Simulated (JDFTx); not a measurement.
Here is a JDFTx 1.7.0 (patched build) calculation.

Contents of Ca.in:

```
lattice \
    0.0000000000     5.2802727374     5.2802727374 \
    5.2802727374     0.0000000000     5.2802727374 \
    5.2802727374     5.2802727374     0.0000000000
coords-type Cartesian
ion Ca     0.0000000000     0.0000000000     0.0000000000 1

ion-species pseudo/Ca.upf
elec-cutoff 40
elec-ex-corr gga-PBEsol
kpoint-folding 4 4 4
elec-smearing Fermi 0.0018374661
elec-n-bands 10
electronic-SCF nIterations 100 energyDiffThreshold 1e-09
electronic-minimize nIterations 30 energyDiffThreshold 1e-7
forces-output-coords Cartesian
lattice-minimize nIterations 40 energyDiffThreshold 1e-6

dump-name run.$VAR
dump End Ecomponents EigStats BandEigs Kpoints Forces Stress
```

Potentials or basis: SG15-PBE-1.2 with smoothed tails.

Launch:

```sh
$ jdftx -c 1 -i Ca.in -o Ca.out
```

(1) What does it give for the relaxed cell?

(2) Estimate the relaxed volume.

(3) Predict the band gap on the k mesh.

## Answers

(1) a = 3.875 Å, b = 3.875 Å, c = 3.875 Å, α = 60.00°, β = 60.00°, γ = 60.00°.

(2) 41.16 Å³/atom.

(3) none (metal or under the smearing width).

Caveat: the k mesh is coarse (spacing up to 0.49 Å⁻¹), so the values aren't converged; the potentials were made for another functional, which shifts forces and pressure.
